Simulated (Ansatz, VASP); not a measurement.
# One calculation of K, two programs

```
K
1.0
    -2.20811    2.20811    8.04587
     2.20811   -2.20811    8.04587
     2.20811    2.20811   -8.04587
K
2
Cartesian
  2.2081 0.0000 4.0229
  0.0000 0.0000 8.0459
```

This isn't the form of K at room conditions, which is bcc.

Alike in both runs: task single point; functional PBE; k mesh 6 × 6 × 6; occupations gaussian, width 0.1 eV; no spin polarisation.

```csv
,VASP,Ansatz
version,VASP 6.6.1,Ansatz 0.2.0
potentials or method,"VASP PAW PBE potentials, release 64 (K_sv)","scalar-relativistic, plane waves, PAW"
plane-wave cutoff (eV),520,420
valence electrons in the cell,18,18
```

Ansatz gave:

| Property | Result |
| --- | --- |
| gap on the k mesh at the Fermi level (eV) | none |
| pressure (GPa) | 0.0 |

Problem. Which values does VASP return?

Solution. gap on the k mesh at the Fermi level (eV): none; pressure (GPa): -0.1.

A gap of «none» marks a metal or a gap that the smearing closes.
